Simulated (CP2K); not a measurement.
The system is W.

```
W
1.0
     2.74070    0.00000    0.00000
    -0.91357    2.58396    0.00000
    -0.91357   -1.29198    2.23777
W
1
Direct
  0.00000 0.00000 0.00000
```

Base run:

- Program: CP2K 2026.2
- Functional: LDA
- Potentials or basis: POTENTIAL_UZH W GTH-PBE-q14; TZVP-MOLOPT-PBE-GTH basis
- Density cutoff: 9184 eV
- k mesh: 12 × 12 × 12
- Occupations: fermi-dirac, width 0.05 eV
- Spin: no spin polarisation

Its results: band gap on the k mesh none (metal or under the smearing width); pressure -7.0 GPa.

After a change of settings the same cell gave: band gap on the k mesh none (metal or under the smearing width); pressure 1.2 GPa. Which change was it?
A. functional from LDA to PBEsol
B. functional from LDA to r2SCAN
C. functional from LDA to optB88-vdW
D. functional from LDA to HLE16

B.

Caveats: the potentials were made for another functional, which shifts forces and pressure; the basis of atomic orbitals isn't converged, which shifts pressures, moduli and gaps.
